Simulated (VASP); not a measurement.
BeTe, 2 atoms in the cell. The structure is cubic, space group F-43m (No. 216). The conventional cell has a = 5.540 Å, b = 5.540 Å, c = 5.540 Å, α = 90.00°, β = 90.00°, γ = 90.00°. Be (site symmetry -43m) has 4 Te at 2.40 Å as nearest neighbours. Around Te (site symmetry -43m) lie 4 Be at 2.40 Å. 

| Item | Value |
| --- | --- |
| Program | VASP 6.6.1 |
| Task | relaxation of cell and atoms |
| Functional | r2SCAN |
| Potentials or basis | VASP PAW PBE potentials, release 64 (Be, Te) |
| Cutoff | 600 eV |
| k mesh | 8 × 8 × 8 |
| Occupations | gaussian, width 0.03 eV |
| Spin | no spin polarisation |
| Further INCAR settings | ALGO = Normal; EDIFF = 1e-06; IBRION = 2; EDIFFG = -0.01; NSW = 90; ISIF = 3 |

Potentials or basis: VASP PAW PBE potentials, release 64 (Be, Te).

Launch:

```bash
$ cat potpaw_PBE.64/Be/POTCAR potpaw_PBE.64/Te/POTCAR > POTCAR
$ mpirun -np 1 vasp_std > vasp.out
```

Hardware: 1 thread of Intel(R) Xeon(R) Platinum 8488C (Sapphire Rapids), with other jobs on the host.

Question: How long does it take, and how much memory?

Answer: Wall time 69 s on 1 thread of Intel(R) Xeon(R) Platinum 8488C (Sapphire Rapids), on a shared host, peak memory 0.19 GiB. Counts: scf iterations 39, k points 29, ion steps 3.
